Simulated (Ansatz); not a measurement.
**AlRu: moving Al off its site**

AlRu, Pm-3m, a = 2.992 Å (as given, not relaxed at this level: 2.6 GPa). The structure is a COD entry; whether it is the stable form wasn't checked. Ansatz: PBE, PAW, 420 eV, Γ-centred 16×16×16 mesh on 2 atoms, Gaussian smearing 0.15 eV; no spin polarisation.

```
Al Ru
1.0
     2.99160    0.00000    0.00000
     0.00000    2.99160    0.00000
     0.00000    0.00000    2.99160
Al Ru
1 1
Direct
  0.00000 0.00000 0.00000
  0.50000 0.50000 0.50000
```

Atom 1 (Al) moves by x along the unit vector (0.000, 1.000, 0.000), with its periodic images; all else is held. y is the free energy of the cell over the start, F the force along the path summed over the moved atoms. Symmetry makes y even in x.

```
  x (Å) y (meV) F (eV/Å)
-0.1000    38.86      0.78
-0.0500     9.72      0.39
 0.0000     0.00      0.00
 0.0125        ?         ?
 0.0250     2.43     -0.19
 0.0375     5.47     -0.29
 0.0625    15.19     -0.49
 0.0750    21.87     -0.58
 0.0875    29.76     -0.68
```

Question: Fit y = c2 x² + c4 x⁴ to the energies of the other rows, give the force constant, and predict energy and force of the missing row.

Answer: Least squares on the rows shown. y = 3890.0 x² − 398.04 x⁴. The force constant is 2 c2 = 7.78 eV/Å², for the cell as given, at 2.6 GPa (for all images moving together, not for a lone atom). With two atoms in a cubic cell this is the optical mode at Γ (in a metal it hangs on mesh and smearing): ω = 521.5 √(2 c2/μ) = 315 cm⁻¹ for μ = 21.30 u. The force −dy/dx at the missing row is -0.10 eV/Å (computed -0.10). At x = 0.0125 the fit asked for gives 0.61 meV. The run gave 0.61 meV, the same to the digits shown.